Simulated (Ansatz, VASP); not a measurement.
Al4Pt in VASP and in Ansatz

The input INCAR:

```
ALGO = Normal
EDIFF = 1E-6
EDIFFG = -0.01
ENCUT = 600
GGA = PE
IBRION = 2
ISIF = 3
ISMEAR = 0
LASPH = T
LCHARG = F
LREAL = F
LWAVE = F
NELM = 60
NSW = 100
PREC = Accurate
SIGMA = 0.1
```

Contents of KPOINTS:

```
k-points
0
Gamma
  10 10 10
```

POSCAR

```
Al4Pt
1.0
   -2.9044496603      2.9044496603      2.9044496603
    2.9044496603     -2.9044496603      2.9044496603
    2.9044496603      2.9044496603     -2.9044496603
Al Pt
4 1
Direct
    0.5000000000      0.5000000000      0.5000000000
    0.5000000000      0.0000000000      0.0000000000
    0.0000000000      0.0000000000      0.5000000000
    0.0000000000      0.5000000000      0.0000000000
    0.0000000000      0.0000000000      0.0000000000
```

Input for Ansatz:

```yaml
crystal:
  lattice:
    - [-2.9044496603, 2.9044496603, 2.9044496603]
    - [2.9044496603, -2.9044496603, 2.9044496603]
    - [2.9044496603, 2.9044496603, -2.9044496603]
  atoms:
    - { symbol: Al, position: [0.5, 0.5, 0.5] }
    - { symbol: Al, position: [0.5, 0.0, 0.0] }
    - { symbol: Al, position: [0.0, 0.0, 0.5] }
    - { symbol: Al, position: [0.0, 0.5, 0.0] }
    - { symbol: Pt, position: [0.0, 0.0, 0.0] }
basis:
  ecutwfc: 420
kpoints:
  mp_grid: { grid: [10, 10, 10] }
hamiltonian:
  xc: pbe
scf:
  occupations: { method: gaussian, width: 0.1 }
output:
  forces: true
  stress: true
  eigenvalues: true
relax:
  adjacent_minimum: "off"
  f_tol: 0.01
  max_steps: 80
  cell: { stress_tol: 0.05 }
```

Change from the starting cell: species swapped into the Hg4Pt type (Im-3m, No. 229).

Alike in both runs: task relaxation of cell and atoms; functional PBE; k mesh 10 × 10 × 10; occupations gaussian, width 0.1 eV; no spin polarisation.

|  | VASP | Ansatz |
| --- | --- | --- |
| version | VASP 6.6.1 | Ansatz 0.2.0 |
| potentials or method | VASP PAW PBE potentials, release 64 (Al, Pt) | scalar-relativistic, plane waves, PAW |
| plane-wave cutoff (eV) | 600 | 420 |
| valence electrons in the cell | 22 | 30 |

Ansatz gave:

| Quantity | Value |
| --- | --- |
| gap on the k mesh at the Fermi level, each at its own relaxed structure (eV) | none |
| relaxed volume (Å³/atom) | 19.63 |
| relaxed cell length with the largest relative difference (Å) | 5.033 |

Problem. Which values does VASP return?

Solution. gap on the k mesh at the Fermi level, each at its own relaxed structure (eV): none; relaxed volume (Å³/atom): 19.60; relaxed cell length with the largest relative difference (Å): 5.031.

A gap of «none» marks a metal or a gap that the smearing closes. The two sets of potentials don't hold the same shells in valence.

Caveats: the relaxation stopped at its first step, so nothing moved. Spin-orbit coupling is left out, which matters for the levels of Pt.
